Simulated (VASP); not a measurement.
# Li2S (Fm-3m) in VASP: notebook

The runs below take Li2S through single point, relaxation of cell and atoms, with PBEsol.

All numbers are computed with VASP 6.6.1; they aren't measurements. Logs are shortened: lines on timing, memory, paths and dates and some standing lists are left out, and cuts for length are marked.

## (1) The structure

Symmetry: Fm-3m, No. 225, cubic system. The conventional cell has a = 5.655 Å, b = 5.655 Å, c = 5.655 Å, α = 90.00°, β = 90.00°, γ = 90.00°. Li (site symmetry -43m) is surrounded by 4 S at 2.45 Å. Around S (site symmetry m-3m) lie 8 Li at 2.45 Å.

The cell comes from a database or a generator and needn't be the stable form of this composition.

## (2) Single point, PBEsol

Contents of INCAR:

```
SYSTEM = Li2S
  PREC = Accurate
  ENCUT = 520
  EDIFF = 1E-6
  ISMEAR = 0
  SIGMA = 0.02
  LREAL = .False.
  LASPH = .True.
  NELM = 100
  ALGO = Normal
  ISIF = 2
  LWAVE = .False.
  LCHARG = .False.
  GGA = PS
  NBANDS = 13
```

Contents of KPOINTS:

```
Automatic mesh
0
Gamma
  8 8 8
  0 0 0
```

Contents of POSCAR:

```
Li2S
1.0
    0.0000000000      2.8274409134      2.8274409134
    2.8274409134      0.0000000000      2.8274409134
    2.8274409134      2.8274409134      0.0000000000
Li S
2 1
Direct
    0.7500000000      0.7500000000      0.7500000000
    0.2500000000      0.2500000000      0.2500000000
    0.0000000000      0.0000000000      0.0000000000
```

Potentials or basis: VASP PAW PBE potentials, release 64 (Li_sv, S).

The run is started by

```console
cat potpaw_PBE.64/Li_sv/POTCAR potpaw_PBE.64/S/POTCAR > POTCAR
mpirun -np 1 vasp_std > vasp.out
```

OUTCAR:

```text
SYSTEM = Li2S
   PREC = Accurate
   ENCUT = 520
   EDIFF = 1E-6
   ISMEAR = 0
   LREAL = .False.
   LASPH = .True.
   NELM = 100
   ISIF = 2
   GGA = PS

 ion  position               nearest neighbor table
   1  0.750  0.750  0.750-   3 2.45   3 2.45   3 2.45   3 2.45
   2  0.250  0.250  0.250-   3 2.45   3 2.45   3 2.45   3 2.45
   3  0.000  0.000  0.000-   1 2.45   1 2.45   1 2.45   1 2.45   2 2.45   2 2.45   2 2.45   2 2.45

  LATTYP: Found a face centered cubic cell.
 ALAT       =     5.6548818268

  Lattice vectors:

 A1 = (   0.0000000000,   2.8274409134,   2.8274409134)
 A2 = (   2.8274409134,   0.0000000000,   2.8274409134)
 A3 = (   2.8274409134,   2.8274409134,   0.0000000000)

Analysis of symmetry for initial positions (statically):
=====================================================================
 Subroutine PRICEL returns:
 Original cell was already a primitive cell.

 Routine SETGRP: Setting up the symmetry group for a
 face centered cubic supercell.

 Subroutine GETGRP returns: Found 48 space group operations
 (whereof 48 operations were pure point group operations)
 out of a pool of 48 trial point group operations.

The static configuration has the point symmetry O_h .

Analysis of symmetry for dynamics (positions and initial velocities):
=====================================================================
 Subroutine PRICEL returns:
 Original cell was already a primitive cell.

 Routine SETGRP: Setting up the symmetry group for a
 face centered cubic supercell.

 Subroutine GETGRP returns: Found 48 space group operations
 (whereof 48 operations were pure point group operations)
 out of a pool of 48 trial point group operations.

The dynamic configuration has the point symmetry O_h .

 Subroutine INISYM returns: Found 48 space group operations
 (whereof 48 operations are pure point group operations),
 and found     1 'primitive' translations

----------------------------------------------------------------------------------------

                                     Primitive cell

  volume of cell :      45.2075

  direct lattice vectors                    reciprocal lattice vectors
     0.000000000  2.827440913  2.827440913    -0.176838355  0.176838355  0.176838355
     2.827440913  0.000000000  2.827440913     0.176838355 -0.176838355  0.176838355
     2.827440913  2.827440913  0.000000000     0.176838355  0.176838355 -0.176838355

  length of vectors
     3.998605287  3.998605287  3.998605287     0.306293016  0.306293016  0.306293016

  position of ions in fractional coordinates (direct lattice)
     0.750000000  0.750000000  0.750000000
     0.250000000  0.250000000  0.250000000
     0.000000000  0.000000000  0.000000000

  ion indices of the primitive-cell ions
   primitive index   ion index
                 1           1
                 2           2
                 3           3

----------------------------------------------------------------------------------------

 KPOINTS: Automatic mesh

Automatic generation of k-mesh.
 Grid dimensions read from file:
 generate k-points for:    8    8    8

 Generating k-lattice:

  Cartesian coordinates                     Fractional coordinates (reciprocal lattice)
    -0.022104794  0.022104794  0.022104794     0.125000000  0.000000000  0.000000000
     0.022104794 -0.022104794  0.022104794     0.000000000  0.125000000  0.000000000
     0.022104794  0.022104794 -0.022104794     0.000000000  0.000000000  0.125000000

  Length of vectors
     0.038286627  0.038286627  0.038286627

  Shift w.r.t. Gamma in fractional coordinates (k-lattice)
     0.000000000  0.000000000  0.000000000

 Subroutine IBZKPT returns following result:
 ===========================================

 Found     29 irreducible k-points:

 Following reciprocal coordinates:
            Coordinates               Weight
  0.000000  0.000000  0.000000      1.000000
  0.125000  0.000000  0.000000      8.000000
  0.250000  0.000000  0.000000      8.000000
  0.375000  0.000000  0.000000      8.000000
  0.500000  0.000000  0.000000      4.000000
  0.125000  0.125000  0.000000      6.000000
[... 16 lines left out ...]
  0.500000  0.250000  0.125000     48.000000
 -0.375000  0.250000  0.125000     24.000000
 [... further k-points ...]
   k-points           NKPTS =     29   k-points in BZ     NKDIM =     29   number of bands    NBANDS=     13
   number of dos      NEDOS =    301   number of ions     NIONS =      3
   total plane-waves  NPLWV =  27000
   dimension x,y,z NGX =    30 NGY =   30 NGZ =   30
   dimension x,y,z NGXF=    60 NGYF=   60 NGZF=   60
   ions per type =               2   1
   NGX,Y,Z   is equivalent  to a cutoff of  12.47, 12.47, 12.47 a.u.
   NGXF,Y,Z  is equivalent  to a cutoff of  24.95, 24.95, 24.95 a.u.
 SYSTEM =  Li2S
   PREC   = accura    normal or accurate (medium, high low for compatibility)
   ISTART =      0    job   : 0-new  1-cont  2-samecut
   ICHARG =      2    charge: 1-file 2-atom 10-const
   ISPIN  =      1    spin polarized calculation?
   LNONCOLLINEAR =      F non collinear calculations
   LSORBIT =      F    spin-orbit coupling
   LASPH  =      T    aspherical Exc in radial PAW
   ENCUT  =  520.0 eV  38.22 Ry    6.18 a.u.   7.43  7.43  7.43*2*pi/ulx,y,z
   NELM   =    100;   NELMIN=  2; NELMDL= -5     # of ELM steps
   EDIFF  = 0.1E-05   stopping-criterion for ELM
   LREAL  =      F    real-space projection
   EDIFFG = 0.1E-04   stopping-criterion for IOM
   NSW    =      0    number of steps for IOM
   IBRION =     -1    ionic relax: 0-MD 1-quasi-New 2-CG
   NFREE  =      0    steps in history (QN), initial steepest desc. (CG)
   ISIF   =      2    stress and relaxation
   ISYM   =      2    0-nonsym 1-usesym 2-fastsym
   POTIM  = 0.5000    time-step for ionic-motion
   TEBEG  =    0.0;   TEEND  =   0.0 temperature during run
   PSTRESS=    0.0 pullay stress
   NELECT =      12.0000    total number of electrons
   NUPDOWN=      -1.0000    fix difference up-down
   EMIN   =  10.00;   EMAX   =-10.00  energy-range for DOS
   EFERMI =   0.00;   METHOD = LEGACY
   ISMEAR =     0;   SIGMA  =   0.02  broadening in eV -4-tet -1-fermi 0-gaus
   EFERMI_NEDOS =   21; number of points for ismear=-14 and -15
   IALGO  =     38    algorithm
   IMIX   =      4    mixing-type and parameters
     AMIX     =   0.40;   BMIX     =  1.00
     AMIX_MAG =   1.60;   BMIX_MAG =  1.00
  volume/ion in A,a.u.               =      15.07       101.69
  Fermi-wavevector in a.u.,A,eV,Ry     =   1.052119  1.988217 15.061041  1.106955
  Thomas-Fermi vector in A             =   2.187190
   LORBIT       =      0    0 simple, 1 ext, 2 COOP (PROOUT), +10 PAW based schemes
   GGA     = PS    functional components
   LHFCALC =     F    Hartree Fock is set to
   AEXX    =    0.0000 exact exchange contribution
   IVDW    =     0    specifies the selected vdW correction
   LEPSILON=     F    determine dielectric tensor
   LRPA    =     F    only Hartree local field effects (RPA)
 non-spin polarized calculation
 Gauss-broadening in eV      SIGMA  =   0.02
  energy-cutoff  :      520.00
  volume of cell :       45.21
 maximum number of plane-waves:      1243
 NGX is ok and might be reduce to    30
   NGX = 15   NGY = 15   NGZ = 15

 number of electron      12.0000004 magnetization

 Free energy of the ion-electron system (eV)
  ---------------------------------------------------
  ext. energy  EPLUGINS =         0.00000000
  ---------------------------------------------------
  free energy    TOTEN  =       -12.37545076 eV

  energy without entropy =      -12.37545076  energy(sigma->0) =      -12.37545076

 E-fermi :   1.7310     XC(G=0):  -8.7260

 val. band max:        1.5556963283   @ k =   0.0000   0.0000   0.0000
 cond. band min:       4.7581096743   @ k =   0.5000   0.5000   0.0000
 fundamental gap:      3.2024133461
 Fermi energy:         1.7310182619

 k-point     1 :       0.0000    0.0000    0.0000
  band No.  band energies     occupation
      1     -41.9059      2.00000
      2     -41.8559      2.00000
      3      -9.5240      2.00000
      4       1.5557      2.00000
      5       1.5557      2.00000
      6       1.5557      2.00000
      7       5.7779      0.00000
      8       7.7131      0.00000
      9       7.7131      0.00000
     10       7.7131      0.00000
     11      12.7483      0.00000
     12      12.7483      0.00000
     13      13.9373      0.00000

 k-point     2 :       0.1250    0.0000    0.0000
  band No.  band energies     occupation
      1     -41.9038      2.00000
      2     -41.8576      2.00000
      3      -9.4646      2.00000
      4       0.9285      2.00000
      5       1.4630      2.00000
      6       1.4630      2.00000
      7       6.2184      0.00000
      8       7.9552      0.00000
      9       7.9552      0.00000
     10       8.0870      0.00000
     11      11.7412      0.00000
     12      11.7412      0.00000
     13      14.0957      0.00000

 k-point     3 :       0.2500    0.0000    0.0000
  band No.  band energies     occupation
      1     -41.8980      2.00000
      2     -41.8627      2.00000
      3      -9.3116      2.00000
      4      -0.2084      2.00000
      5       1.2635      2.00000
      6       1.2635      2.00000
      7       6.8965      0.00000
      8       8.2811      0.00000
      9       8.2811      0.00000
     10       8.9575      0.00000
     11      11.3722      0.00000
     12      11.3722      0.00000
     13      14.5789      0.00000
[... 305 lines left out ...]
 k-point    23 :       0.5000    0.2500    0.1250
  band No.  band energies     occupation
      1     -41.8874      2.00000
      2     -41.8720      2.00000
      3      -9.0575      2.00000
      4      -0.8938      2.00000
      5       0.2780      2.00000
      6       0.7607      2.00000
      7       7.1831      0.00000
      8       8.3025      0.00000
      9       9.5475      0.00000
     10       9.9858      0.00000
     11      11.5621      0.00000
     12      13.9930      0.00000
     13      15.4407      0.00000

 k-point    24 :      -0.3750    0.2500    0.1250
  band No.  band energies     occupation
      1     -41.8796      2.00000
      2     -41.8795      2.00000
      3      -8.9964      2.00000
      4      -1.1364      2.00000
      5       0.2601      2.00000
      6       0.6053      2.00000
      7       7.3105      0.00000
      8       8.1745      0.00000
      9       9.9081      0.00000
     10      10.5610      0.00000
     11      11.9285      0.00000
     12      13.2448      0.00000
     13      15.0516      0.00000

 [... further k-points ...]

------------------------ aborting loop because EDIFF is reached ----------------------------------------

  FORCE on cell =-STRESS in cart. coord.  units (eV):
  Direction    XX          YY          ZZ          XY          YZ          ZX
  --------------------------------------------------------------------------------------
  -------------------------------------------------------------------------------------
  Total       -0.0107709     -0.0107709     -0.0107709      0.0000000     -0.0000000      0.0000000
  in kB       -0.3817264     -0.3817264     -0.3817264      0.0000000     -0.0000000      0.0000000
  external PRESSURE =      -0.3817264 kB  Pullay stress =       0.0000000 kB

 VOLUME and BASIS-vectors are now :
 -----------------------------------------------------------------------------
  energy-cutoff  :      520.00
  volume of cell :       45.21
      direct lattice vectors                 reciprocal lattice vectors
     0.000000000  2.827440913  2.827440913    -0.176838355  0.176838355  0.176838355
     2.827440913  0.000000000  2.827440913     0.176838355 -0.176838355  0.176838355
     2.827440913  2.827440913  0.000000000     0.176838355  0.176838355 -0.176838355

 POSITION                                       TOTAL-FORCE (eV/Angst)
 -----------------------------------------------------------------------------------
      4.24116      4.24116      4.24116         0.000000      0.000000      0.000000
      1.41372      1.41372      1.41372        -0.000000     -0.000000      0.000000
      0.00000      0.00000      0.00000        -0.000000     -0.000000     -0.000000
 -----------------------------------------------------------------------------------
    total drift:                                0.000000     -0.000000      0.000000

  FREE ENERGIE OF THE ION-ELECTRON SYSTEM (eV)
  ---------------------------------------------------
  free  energy   TOTEN  =       -12.3754507597 eV

  energy  without entropy=      -12.3754507597  energy(sigma->0) =      -12.37545076
```

Wall time 8.6 s (1 thread of Intel Xeon 6975P-C (Granite Rapids), shared host); peak memory 0.16 GiB.

What came out:

- Free energy: -12.3755 eV
- Band gap on the k mesh: 3.20 eV, indirect (least direct gap 4.22 eV)

Caveat: the cutoff is under 1.25 times the usual one of these potentials, so pressure, stress and relaxed cells hold a basis-set (Pulay) error; the PAW data sets were made with another functional, which shifts forces and pressure a little. Expect the measured gap to be larger: semilocal functionals such as PBEsol lack the derivative discontinuity.

[end of part 1 of 2]
